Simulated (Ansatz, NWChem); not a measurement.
Heat of formation of C5H6 (cyclopentadiene) from total energies

C5H6: 11 atoms, total charge 0, spin state singlet. SMILES: `C1=CCC=C1`. The coordinates come from a PBE0-D4/def2-TZVP relaxation.

Total energies at r2SCAN/6-31G* (spherical functions) (NWChem 7.3.0); the atoms run unrestricted:

| species | state | energy (Eh) |
| --- | --- | --- |
| C5H6 | singlet | -193.971068 |
| C | triplet | -37.819204 |
| H | doublet | -0.498227 |

Harmonic wavenumbers at PBE/def2-SVP, in cm⁻¹: 325, 510, 660, 683, 784, 784, 863, 917, 921, 930, 946, 1008, 1059, 1060, 1083, 1211, 1274, 1311, 1364, 1519, 1601, 2957, 2992, 3133, 3144, 3162, 3168.

Measured heats of formation of the gaseous atoms at 298.15 K, in kJ/mol: C 716.9, H 218.0. Spin-orbit lowering of the atoms at 298 K (mean of the ground term's levels less their thermal mean, from spectra), in kJ/mol: C 0.02. Take 1 Eh = 2625.50 kJ/mol, 1 cm⁻¹ = 0.0119627 kJ/mol, RT = 2.479 kJ/mol.

**Question.** Work out the heat of formation of the gas at 298 K.

**Answer.** 
1. Electronic atomisation energy: 5 × (-37.819204) + 6 × (-0.498227) − (-193.971068) = 1.885686 Eh = 4950.9 kJ/mol.
2. Zero-point energy: half the sum of the wavenumbers, 19684.5 cm⁻¹ = 235.5 kJ/mol.
3. Thermal vibrational enthalpy, Σ hcν̃/(exp(hcν̃/kT) − 1): 3.8 kJ/mol. Translation, rotation and pV of a non-linear molecule: 4 RT = 9.9 kJ/mol.
4. The 11 free atoms carry 5/2 RT each: 68.2 kJ/mol.
5. Spin-orbit coupling lowers the free atoms by 5 × 0.02 = 0.1 kJ/mol.
6. Atomisation enthalpy at 298 K: 4950.9 − 0.1 − 235.5 − 3.8 − 9.9 + 68.2 = 4769.8 kJ/mol.
7. Sum of the atoms' heats of formation: 4892.5 kJ/mol. Heat of formation: 4892.5 − 4769.8 = +122.7 kJ/mol.

No measured value is set beside it here. Anharmonicity and any spin-orbit splitting of the molecule are left out.
